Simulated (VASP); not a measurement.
Here is a VASP 6.6.1 calculation.

INCAR

```
PREC = Accurate ; ENCUT = 520
EDIFF = 1E-6 ; ISMEAR = 0
SIGMA = 0.05 ; LREAL = F
LASPH = T ; NELM = 150
ALGO = Normal ; ISIF = 2
LWAVE = F ; LCHARG = T
ISPIN = 2 ; MAGMOM = 7 0
LORBIT = 11 ; NUPDOWN = 4
LMAXMIX = 6 ; LDAU = T
LDAUTYPE = 2 ; LDAUL = 3 -1
LDAUU = 8 0 ; LDAUJ = 0 0
LDAUPRINT = 1 ; GGA = PS
LELF = T ; LVHAR = T
```

The input KPOINTS:

```
Automatic mesh
0
Gamma
  7 7 7
```

The input POSCAR:

```
GdO
1.0
    2.8018137600      0.0000000000      0.0000000000
    0.0000000000      2.8018137600      0.0000000000
    0.0000000000      0.0000000000      2.8018137600
Gd O
1 1
Direct
    0.0000000000      0.0000000000      0.0000000000
    0.5000000000      0.5000000000      0.5000000000
```

Potentials or basis: VASP PAW PBE potentials, release 64 (Gd, O).

Command:

```sh
$ cat potpaw_PBE.64/Gd/POTCAR potpaw_PBE.64/O/POTCAR > POTCAR
$ mpirun -np 1 vasp_std > vasp.out
```

(1) Estimate the pressure.

Results:

(1) 52.0 GPa.

Caveat: the moment is held away from its start; a pressure of tens of GPa on the cell as given is suspect, and the run, the potentials or the cell itself is likely at fault; the PAW data sets were made with another functional, which shifts forces and pressure a little; the total moment is fixed, so each spin has its own Fermi level; a cell with one magnetic atom can't hold antiferromagnetic order, which such compounds often take.
